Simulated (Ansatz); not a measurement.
Here is an Ansatz 0.2.0 calculation.

Contents of input.yaml:

```yaml
crystal:
  lattice:
    - [0.0, 2.72525, 2.72525]
    - [2.72525, 0.0, 2.72525]
    - [2.72525, 2.72525, 0.0]
  atoms:
    - { symbol: Ga, position: [0.0, 0.0, 0.0] }
    - { symbol: P, position: [0.75, 0.75, 0.75] }
kpoints:
  mp_grid: { grid: [8, 8, 8] }
scf:
  occupations: { method: gaussian, width: 0.02 }
hamiltonian:
  xc: pbe
  pseudopotentials: { kind: all_electron, lapw: { basis_error: 0.001 } }
output:
  forces: true
  stress: true
  eigenvalues: true
```

Potentials or basis: all-electron LAPW, scalar-relativistic.

Run with:

```sh
$ ansatz run input.yaml --threads 1 --pin off --max-ram 3072MiB --backend cpu --events-out ev --progress --plain --runs-dir out
```

Problem. Predict the pressure.

Solution. 2.5 GPa.

Problem. Predict the band gap on the k mesh.

Solution. 1.64 eV, indirect (least direct gap 1.83 eV).

**The experiment to reproduce.**

From “Stacking defects in GaP nanowires: Electronic structure and optical properties”, 2018, arxiv:1810.01194, for a bulk crystal of GaP at 10 K: band gap 2.34 eV (indirect).

Measured gap of GaP: 2.34 eV (indirect; 10 K; quoted in “Stacking defects in GaP nanowires: Electronic structure and optical properties”, 2018, arxiv:1810.01194). This calculation gives 1.64 eV (-0.70 eV). Spin-orbit coupling on Ga is left out. The value is that of PBE on a finite k mesh, which can miss the band edges, without temperature or zero-point motion. Semilocal functionals fall short of measured gaps as a rule.
